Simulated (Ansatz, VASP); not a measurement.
**One calculation of Se, two programs**

The input INCAR:

```
PREC     = Accurate       # precision mode
ENCUT    = 600            # plane-wave cutoff, eV
EDIFF    = 1E-7           # SCF threshold, eV
ISMEAR   = 0              # smearing method
SIGMA    = 0.1            # smearing width, eV
LREAL    = False          # projectors in reciprocal space
LASPH    = True           # aspherical terms in the spheres
NELM     = 100            # most SCF steps
ALGO     = Fast           # electronic algorithm
ISIF     = 3              # what is computed and relaxed
LWAVE    = False          # write WAVECAR
LCHARG   = False          # write CHGCAR
GGA      = PE             # functional
IBRION   = 2              # ionic algorithm
NSW      = 90             # ionic steps
EDIFFG   = -0.04          # ionic threshold
```

Contents of KPOINTS:

```
Automatic mesh
0
Gamma
  6 6 6
```

Contents of POSCAR:

```
Se
1.0
    3.2117637651      0.0000000000      0.0000000000
   -1.6058818825      2.7814690115      0.0000000000
    0.0000000000      0.0000000000      3.0009917680
Se
1
Direct
    0.0000000000      0.0000000000      0.0000000000
```

Input for Ansatz:

```yaml
crystal:
  lattice:
    - [3.2117637651, 0.0, 0.0]
    - [-1.6058818825, 2.7814690115, 0.0]
    - [0.0, 0.0, 3.000991768]
  atoms:
    - { symbol: Se, position: [0.0, 0.0, 0.0] }
basis:
  ecutwfc: 420
kpoints:
  mp_grid: { grid: [6, 6, 6] }
hamiltonian:
  xc: pbe
scf:
  occupations: { method: gaussian, width: 0.1 }
  lower_state_search: "off"
output:
  forces: true
  stress: true
  eigenvalues: true
relax:
  adjacent_minimum: "off"
  f_tol: 0.04
  max_steps: 70
  cell: { stress_tol: 0.4 }
```

Alike in both runs: task relaxation of cell and atoms; functional PBE; k mesh 6 × 6 × 6; occupations gaussian, width 0.1 eV; no spin polarisation.

```csv
,VASP,Ansatz
version,VASP 6.6.1,Ansatz 0.2.0
potentials or method,"VASP PAW PBE potentials, release 64 (Se)","scalar-relativistic, plane waves, PAW"
plane-wave cutoff (eV),600,420
valence electrons in the cell,6,16
```

|  | VASP | Ansatz | Ansatz less VASP |
| --- | --- | --- | --- |
| gap on the k mesh at the Fermi level, each at its own relaxed structure (eV) | none | none | - |
| relaxed volume (Å³/atom) | 24.47 | 23.82 | -0.646 |
| relaxed cell length with the largest relative difference (Å) | 3.402 | 3.347 | -0.0555 |
| energy change over the relaxation (meV/atom) | -367 | -365 | +1.2 |

A gap of «none» marks a metal or a gap that the smearing closes. The two sets of potentials don't hold the same shells in valence.

Caveats: the k mesh is coarse (spacing up to 0.38 Å⁻¹), so the values aren't converged.
